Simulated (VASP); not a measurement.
# C3H4 in VASP: further runs, part 2 of 2

VASP 6.6.1. Earlier steps stand in the parts before.

## (3) Single point, PBE

File INCAR:

```
SYSTEM = H4C3
  ALGO = Normal
  EDIFF = 1E-6
  ENCUT = 400
  GGA = PE
  ISIF = 2
  ISMEAR = 0
  ISYM = 0
  LASPH = .TRUE.
  LCHARG = .FALSE.
  LREAL = .FALSE.
  LWAVE = .FALSE.
  NELM = 60
  PREC = Accurate
  SIGMA = 0.01
```

File KPOINTS:

```
k-points
0
G
  1 1 1
  0 0 0
```

File POSCAR:

```
H4C3                                    
1.0
   14.1932882215      0.0000000000      0.0000000000
    0.0000000000     14.6932882215      0.0000000000
    0.0000000000      0.0000000000     15.1932882215
  C               H             
     3     4
Selective dynamics
Direct
     0.4283722568000030    0.5003021098000033    0.5888092642999965   F   F   F
     0.4797024680308733    0.5024928116875121    0.5251943961779109   T   T   T
     0.5412551161484007    0.5051765132119864    0.4488610426056613   T   T   T
     0.3830355652219102    0.4983833092965300    0.6450084987326576   T   T   T
     0.5417121899292603    0.5733550682847139    0.4188136603873264   T   T   T
     0.5181423888033772    0.4563259684877739    0.3983415544943305   T   T   T
     0.6142235351298716    0.4880677900265891    0.4670002062145791   T   T   T
```

Potentials or basis: VASP PAW PBE potentials, release 64 (C, H).

Command:

```bash
cat potpaw_PBE.64/C/POTCAR potpaw_PBE.64/H/POTCAR > POTCAR
mpirun -np 1 vasp_gam > vasp.out
```

OUTCAR:

```text
SYSTEM = H4C3
   EDIFF = 1E-6
   ENCUT = 400
   GGA = PE
   ISIF = 2
   ISMEAR = 0
   ISYM = 0
   LASPH = .TRUE.
   LREAL = .FALSE.
   NELM = 60
   PREC = Accurate

 ion  position               nearest neighbor table
   1  0.428  0.500  0.589-   4 1.07   2 1.21
   2  0.480  0.502  0.525-   1 1.21   3 1.45
   3  0.541  0.505  0.449-   7 1.10   6 1.10   5 1.10   2 1.45
   4  0.383  0.498  0.645-   1 1.07
   5  0.542  0.573  0.419-   3 1.10
   6  0.518  0.456  0.398-   3 1.10
   7  0.614  0.488  0.467-   3 1.10

IMPORTANT INFORMATION: All symmetrisations will be switched off!
NOSYMM: (Re-)initialisation of all symmetry stuff for point group C_1.

----------------------------------------------------------------------------------------

                                     Primitive cell

  volume of cell :    3168.5006

  direct lattice vectors                    reciprocal lattice vectors
    14.193288221  0.000000000  0.000000000     0.070455837  0.000000000  0.000000000
     0.000000000 14.693288221  0.000000000     0.000000000  0.068058285  0.000000000
     0.000000000  0.000000000 15.193288221     0.000000000  0.000000000  0.065818537

  length of vectors
    14.193288221 14.693288221 15.193288221     0.070455837  0.068058285  0.065818537

  position of ions in fractional coordinates (direct lattice)
     0.428372257  0.500302110  0.588809264
     0.479702468  0.502492812  0.525194396
     0.541255116  0.505176513  0.448861043
     0.383035565  0.498383309  0.645008499
     0.541712190  0.573355068  0.418813660
     0.518142389  0.456325968  0.398341554
     0.614223535  0.488067790  0.467000206

  ion indices of the primitive-cell ions
   primitive index   ion index
                 1           1
                 2           2
                 3           3
                 4           4
                 5           5
                 6           6
                 7           7

----------------------------------------------------------------------------------------

 KPOINTS: k-points

Automatic generation of k-mesh.
 Grid dimensions read from file:
 generate k-points for:    1    1    1

 Generating k-lattice:

  Cartesian coordinates                     Fractional coordinates (reciprocal lattice)
     0.070455837  0.000000000  0.000000000     1.000000000  0.000000000  0.000000000
     0.000000000  0.068058285  0.000000000     0.000000000  1.000000000  0.000000000
     0.000000000  0.000000000  0.065818537     0.000000000  0.000000000  1.000000000

  Length of vectors
     0.070455837  0.068058285  0.065818537

  Shift w.r.t. Gamma in fractional coordinates (k-lattice)
     0.000000000  0.000000000  0.000000000

 Subroutine IBZKPT returns following result:
 ===========================================

 Found      1 irreducible k-points:

 Following reciprocal coordinates:
            Coordinates               Weight
  0.000000  0.000000  0.000000      1.000000
   k-points           NKPTS =      1   k-points in BZ     NKDIM =      1   number of bands    NBANDS=     12
   number of dos      NEDOS =    301   number of ions     NIONS =      7
   total plane-waves  NPLWV = 921600
   dimension x,y,z NGX =    96 NGY =   96 NGZ =  100
   dimension x,y,z NGXF=   192 NGYF=  192 NGZF=  200
   ions per type =               3   4
   NGX,Y,Z   is equivalent  to a cutoff of  11.24, 10.86, 10.94 a.u.
   NGXF,Y,Z  is equivalent  to a cutoff of  22.49, 21.72, 21.88 a.u.
 SYSTEM =  H4C3
   PREC   = accura    normal or accurate (medium, high low for compatibility)
   ISTART =      0    job   : 0-new  1-cont  2-samecut
   ICHARG =      2    charge: 1-file 2-atom 10-const
   ISPIN  =      1    spin polarized calculation?
   LNONCOLLINEAR =      F non collinear calculations
   LSORBIT =      F    spin-orbit coupling
   LASPH  =      T    aspherical Exc in radial PAW
   ENCUT  =  400.0 eV  29.40 Ry    5.42 a.u.  23.15 23.96 24.78*2*pi/ulx,y,z
   NELM   =     60;   NELMIN=  2; NELMDL= -5     # of ELM steps
   EDIFF  = 0.1E-05   stopping-criterion for ELM
   LREAL  =      F    real-space projection
   EDIFFG = 0.1E-04   stopping-criterion for IOM
   NSW    =      0    number of steps for IOM
   IBRION =     -1    ionic relax: 0-MD 1-quasi-New 2-CG
   NFREE  =      0    steps in history (QN), initial steepest desc. (CG)
   ISIF   =      2    stress and relaxation
   ISYM   =      0    0-nonsym 1-usesym 2-fastsym
   POTIM  = 0.5000    time-step for ionic-motion
   TEBEG  =    0.0;   TEEND  =   0.0 temperature during run
   PSTRESS=    0.0 pullay stress
   NELECT =      16.0000    total number of electrons
   NUPDOWN=      -1.0000    fix difference up-down
   EMIN   =  10.00;   EMAX   =-10.00  energy-range for DOS
   EFERMI =   0.00;   METHOD = LEGACY
   ISMEAR =     0;   SIGMA  =   0.01  broadening in eV -4-tet -1-fermi 0-gaus
   EFERMI_NEDOS =   21; number of points for ismear=-14 and -15
   IALGO  =     38    algorithm
   IMIX   =      4    mixing-type and parameters
     AMIX     =   0.40;   BMIX     =  1.00
     AMIX_MAG =   1.60;   BMIX_MAG =  1.00
  volume/ion in A,a.u.               =     452.64      3054.59
  Fermi-wavevector in a.u.,A,eV,Ry     =   0.280865  0.530757  1.073294  0.078885
  Thomas-Fermi vector in A             =   1.130062
   LORBIT       =      0    0 simple, 1 ext, 2 COOP (PROOUT), +10 PAW based schemes
   GGA     = PE    functional components
   LHFCALC =     F    Hartree Fock is set to
   AEXX    =    0.0000 exact exchange contribution
   IVDW    =     0    specifies the selected vdW correction
   LEPSILON=     F    determine dielectric tensor
   LRPA    =     F    only Hartree local field effects (RPA)
 non-spin polarized calculation
 Gauss-broadening in eV      SIGMA  =   0.01
  energy-cutoff  :      400.00
  volume of cell :     3168.50
 maximum number of plane-waves:     28781
 NGX is ok and might be reduce to    96
   NGX = 47   NGY = 47   NGZ = 49

 number of electron      16.0000004 magnetization

 Free energy of the ion-electron system (eV)
  ---------------------------------------------------
  ext. energy  EPLUGINS =         0.00000000
  ---------------------------------------------------
  free energy    TOTEN  =       -39.82810763 eV

  energy without entropy =      -39.82810763  energy(sigma->0) =      -39.82810763

 E-fermi :  -6.3143     XC(G=0):  -0.3829

 val. band max:       -6.4079763667   @ k =   0.0000   0.0000   0.0000
 cond. band min:      -0.4733381417   @ k =   0.0000   0.0000   0.0000
 fundamental gap:      5.9346382249
 Fermi energy:        -6.3143013318

 k-point     1 :       0.0000    0.0000    0.0000
  band No.  band energies     occupation
      1     -19.2538      2.00000
      2     -17.1913      2.00000
      3     -12.8519      2.00000
      4     -11.0460      2.00000
      5     -10.4856      2.00000
      6     -10.4851      2.00000
      7      -6.4085      2.00000
      8      -6.4080      2.00000
      9      -0.4733      0.00000
     10       0.0062      0.00000
     11       0.0220      0.00000
     12       0.1773      0.00000

------------------------ aborting loop because EDIFF is reached ----------------------------------------

  FORCE on cell =-STRESS in cart. coord.  units (eV):
  Direction    XX          YY          ZZ          XY          YZ          ZX
  --------------------------------------------------------------------------------------
  -------------------------------------------------------------------------------------
  Total       -0.6438003     -0.7026034     -0.6042286      0.0029820     -0.0040371     -0.0701717
  in kB       -0.3255427     -0.3552770     -0.3055330      0.0015079     -0.0020414     -0.0354829
  external PRESSURE =      -0.3287842 kB  Pullay stress =       0.0000000 kB

 VOLUME and BASIS-vectors are now :
 -----------------------------------------------------------------------------
  energy-cutoff  :      400.00
  volume of cell :     3168.50
      direct lattice vectors                 reciprocal lattice vectors
    14.193288221  0.000000000  0.000000000     0.070455837  0.000000000  0.000000000
     0.000000000 14.693288221  0.000000000     0.000000000  0.068058285  0.000000000
     0.000000000  0.000000000 15.193288221     0.000000000  0.000000000  0.065818537

 POSITION                                       TOTAL-FORCE (eV/Angst)
 -----------------------------------------------------------------------------------
      6.08001      7.35108      8.94595         0.004596     -0.000013     -0.006508
      6.80856      7.38327      7.97943        -0.003735      0.000394      0.004431
      7.68219      7.42270      6.81968         0.003010      0.001631     -0.009434
      5.43653      7.32289      9.79980        -0.006330     -0.000983      0.008705
      7.68868      8.42447      6.36316         0.001244     -0.003173      0.000523
      7.35414      6.70493      6.05212         0.001242      0.002100      0.002320
      8.71785      7.17132      7.09527        -0.000027      0.000045     -0.000036
 -----------------------------------------------------------------------------------
    total drift:                               -0.000223     -0.000335      0.000237

  FREE ENERGIE OF THE ION-ELECTRON SYSTEM (eV)
  ---------------------------------------------------
  free  energy   TOTEN  =       -39.8281076295 eV

  energy  without entropy=      -39.8281076295  energy(sigma->0) =      -39.82810763
```

Run time: 86 s. Hardware: 1 thread of Intel Xeon 6975P-C (Granite Rapids), shared host; peak memory 1.4 GiB.

Results:

```
Free energy                     : -39.8281 eV
Largest force                   : 0.011 eV/Å
Gap between the frontier levels : 5.93 eV
```

Forces in eV/Å, atoms in the order of the input:
```
C    0.005  0.000 -0.007
C   -0.004  0.000  0.004
C    0.003  0.002 -0.009
H   -0.006 -0.001  0.009
H    0.001 -0.003  0.001
H    0.001  0.002  0.002
H    0.000  0.000  0.000
```

Caveat: the cutoff is under 1.25 times the usual one of these potentials, so pressure, stress and relaxed cells hold a basis-set (Pulay) error; the standard files for N, O and F lose accuracy on very short bonds.

## (4) Single point, RPBE

INCAR: that of step 3 with these lines changed.

```diff
@@ -4,3 +4,3 @@
   ENCUT = 400
-  GGA = PE
+  GGA = RP
   ISIF = 2
```

KPOINTS is that of step 3.

POSCAR is that of step 3.

Command:

```bash
cat potpaw_PBE.64/C/POTCAR potpaw_PBE.64/H/POTCAR > POTCAR
mpirun -np 1 vasp_gam > vasp.out
```

Wall time 92 s (1 thread of Intel Xeon 6975P-C (Granite Rapids), shared host); peak memory 1.3 GiB.

It converged, with:

```
Free energy                     : -39.2067 eV
Largest force                   : 0.357 eV/Å
Gap between the frontier levels : 5.81 eV
```

Forces in eV/Å, atoms in the order of the input:
```
C   -0.215 -0.010  0.285
C    0.060  0.003 -0.080
C    0.130  0.007 -0.178
H   -0.016 -0.001  0.021
H    0.005  0.034 -0.021
H   -0.007 -0.024 -0.031
H    0.042 -0.009  0.005
```

Levels at points of the mesh, in eV from the valence-band top:
```csv
k point,band 6,band 7,band 8,band 9,band 10,band 11
"(0.00, 0.00, 0.00)",-4.10,0.00,0.00,5.81,6.37,6.39
```

Caveat: the cutoff is under 1.25 times the usual one of these potentials, so pressure, stress and relaxed cells hold a basis-set (Pulay) error; the standard files for N, O and F lose accuracy on very short bonds; the PAW data sets were made with another functional, which shifts forces and pressure a little. RPBE gaps usually lie below the measured ones, often by a third to a half.

## (5) Overview

```csv
task,level,cell,atoms held fixed (from 0),gap on the mesh (eV),largest force (eV/Å)
relaxation of the atoms,PBE+D3(BJ),atoms relaxed,[0],5.93,-
single point,PBE,as given,-,5.93,0.01
single point,RPBE,as given,-,5.81,0.36
```

Alike in all rows: potentials or basis VASP PAW PBE potentials, release 64 (C, H); no spin polarisation; k mesh 1 × 1 × 1; cutoff (eV) 400; smearing gaussian 0.01 eV.

Caveats: the cutoff is under 1.25 times the usual one of these potentials, so pressure, stress and relaxed cells hold a basis-set (Pulay) error; the standard files for N, O and F lose accuracy on very short bonds; the PAW data sets were made with another functional, which shifts forces and pressure a little (some runs).

Absolute energies hang on the potentials; compare differences alone.
